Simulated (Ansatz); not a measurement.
# SCF convergence of CoO against the length of the Broyden history

Theory: DFT PBE, scalar-relativistic, plane waves, PAW (Ansatz 0.2.0).

```yaml
crystal:
  lattice:
    - [1.60222, 0.92504, 5.13294]
    - [-1.60222, 0.92504, 5.13294]
    - [0.00000, -1.85008, 5.13294]
  atoms:
    - { symbol: Co, position: [0.99949, 0.99949, 0.99949] }
    - { symbol: Co, position: [0.49949, 0.49949, 0.49949] }
    - { symbol: O, position: [0.37550, 0.37550, 0.37550] }
    - { symbol: O, position: [0.87553, 0.87553, 0.87553] }
```

```json
{
 "plane-wave cutoff": "420 eV",
 "Γ-centred k-mesh": "12×12×12",
 "occupation rule": "Gaussian smearing, 0.01 eV",
 "list of starting moments (μB, in atom order)": "-2.27 2.27 -0.16 0.16",
 "check for lower electronic states after the SCF": "off"
}
```

Each run starts from superposed atomic densities and uses Broyden mixing with its automatic preconditioner, at most 120 iterations and the default threshold on the density residual; only the length of the Broyden history differs.

| length of the Broyden history | iterations | converged | density residual (eV) at iterations 1, 3, 5 |
| --- | --- | --- | --- |
| 1 | 28 | yes | 6.4 0.36 0.027 |
| 2 | 22 | yes | 6.4 0.36 0.0073 |
| 8 | 23 | yes | 6.4 0.26 0.051 |
| 16 | 22 | yes | 6.4 0.26 0.051 |

This zinc-blende form isn't the usual stable structure of the compound.

Cost: 4 runs of about 4.5 core-minutes in all, on Intel Xeon Platinum 8488C (Sapphire Rapids) (shared hosts).